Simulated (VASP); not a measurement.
Cu:

```xyz
2
Lattice="2.5525 0.0000 0.0000 -1.2762 2.2105 0.0000 0.0000 0.0000 4.1691" Properties=species:S:1:pos:R:3 pbc="T T T"
Cu    0.0000    1.4737    3.1268
Cu    1.2762    0.7368    1.0423
```

The cell was built by a generator and needn't be a form met in nature.

| Quantity | Value |
| --- | --- |
| Program | VASP 6.6.1 |
| Task | relaxation of cell and atoms |
| Functional | PBE |
| Potentials or basis | VASP PAW PBE potentials, release 64 (Cu) |
| Cutoff | 600 eV |
| k mesh | 8 × 8 × 6 |
| Occupations | gaussian, width 0.05 eV |
| Spin | no spin polarisation |

At the start: pressure 3.1 GPa; volume 11.76 Å³/atom.

**Question.** Where does the relaxation end?

**Answer.** Over 7 steps the energy falls by 3.2 meV/atom and the volume is 12.03 Å³/atom (+2.2 %); space group P6_3/mmc (No. 194, to 0.05 Å).

Step by step:
```csv
step,energy change (eV),largest force (eV/Å),pressure (GPa),volume (Å³)
1,0.0000,0.0000,3.14,23.52
2,-0.0052,0.0000,-1.56,24.32
3,-0.0062,0.0000,-0.42,24.09
4,-0.0061,0.0000,0.13,24.05
5,-0.0062,0.0000,-0.12,24.07
6,-0.0064,0.0000,0.63,24.05
7,-0.0064,0.0000,0.08,24.05
```

Final structure:
```
Cu
1.0
     2.57926    0.00000    0.00000
    -1.28963    2.23370    0.00000
     0.00000    0.00000    4.17452
Cu
2
Direct
  0.33333 0.66667 0.75000
  0.66667 0.33333 0.25000
```
